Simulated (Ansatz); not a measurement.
# TaN: the cost of one run

Method: DFT PBE, scalar-relativistic, plane waves, PAW, in Ansatz 0.2.0.

### Step 1. The starting structure

Symmetry: P-6m2, No. 187, hexagonal system. Conventional cell: a = 2.950 Å, b = 2.950 Å, c = 2.898 Å, α = 90.00°, β = 90.00°, γ = 120.00°. Ta (site symmetry -6m2) is surrounded by 6 N at 2.24 Å. N (site symmetry -6m2) is surrounded by 6 Ta at 2.24 Å.

Structure file:

```cif
data_structure
_symmetry_space_group_name_H-M 'P 1'
_symmetry_Int_Tables_number 1
_cell_length_a 2.9502
_cell_length_b 2.9502
_cell_length_c 2.8978
_cell_angle_alpha 90.000
_cell_angle_beta 90.000
_cell_angle_gamma 120.000
_cell_volume 21.84
loop_
_atom_site_label
_atom_site_type_symbol
_atom_site_fract_x
_atom_site_fract_y
_atom_site_fract_z
_atom_site_occupancy
Ta1 Ta 0.33333 0.66667 0.50000 1
N1 N 0.00000 0.00000 0.00000 1
```

It is the result of an earlier relaxation at this level (volume 10.92 Å³/atom; gap on the mesh: none (metal)).

### Step 2. Host supercell without the defect

input.yaml

```yaml
crystal:
  lattice:
    - [0.0, 0.0, -5.7955432028]
    - [2.9501846797, -5.1098697569, 0.0]
    - [-5.9003693593, 0.0, 0.0]
  atoms:
    - { symbol: Ta, position: [0.25, 0.1666666667, 0.3333333333] }
    - { symbol: Ta, position: [0.75, 0.1666666667, 0.3333333333] }
    - { symbol: Ta, position: [0.25, 0.6666666667, 0.3333333333] }
    - { symbol: Ta, position: [0.75, 0.6666666667, 0.3333333333] }
    - { symbol: Ta, position: [0.25, 0.1666666667, 0.8333333333] }
    - { symbol: Ta, position: [0.75, 0.1666666667, 0.8333333333] }
    - { symbol: Ta, position: [0.25, 0.6666666667, 0.8333333333] }
    - { symbol: Ta, position: [0.75, 0.6666666667, 0.8333333333] }
    - { symbol: "N", position: [0.5, 0.0, 0.5] }
    - { symbol: "N", position: [0.0, 0.0, 0.5] }
    - { symbol: "N", position: [0.5, 0.5, 0.5] }
    - { symbol: "N", position: [0.0, 0.5, 0.5] }
    - { symbol: "N", position: [0.5, 0.0, 0.0] }
    - { symbol: "N", position: [0.0, 0.0, 0.0] }
    - { symbol: "N", position: [0.5, 0.5, 0.0] }
    - { symbol: "N", position: [0.0, 0.5, 0.0] }
basis:
  ecutwfc: 420
  xc_grid: 2
kpoints:
  mp_grid: { grid: [5, 5, 5], shift: [0.0, 0.0, 0.0] }
hamiltonian:
  xc: pbe
scf:
  occupations: { method: gaussian, width: 0.1 }
output:
  forces: true
  stress: true
  eigenvalues: true
  write_density: true
  write_potential: true
  elf: true
  volumetric_format: npy
```

Command:

```sh
$ ansatz run input.yaml --threads 4 --pin off --max-ram 10240MiB --backend cpu --events-out ev --progress --plain --runs-dir out
```

What time and memory should one allow on 4 threads of Intel Xeon at 2.50GHz (Skylake/Cascade Lake), shared host?

About 12 s, with a peak of 0.69 GiB.
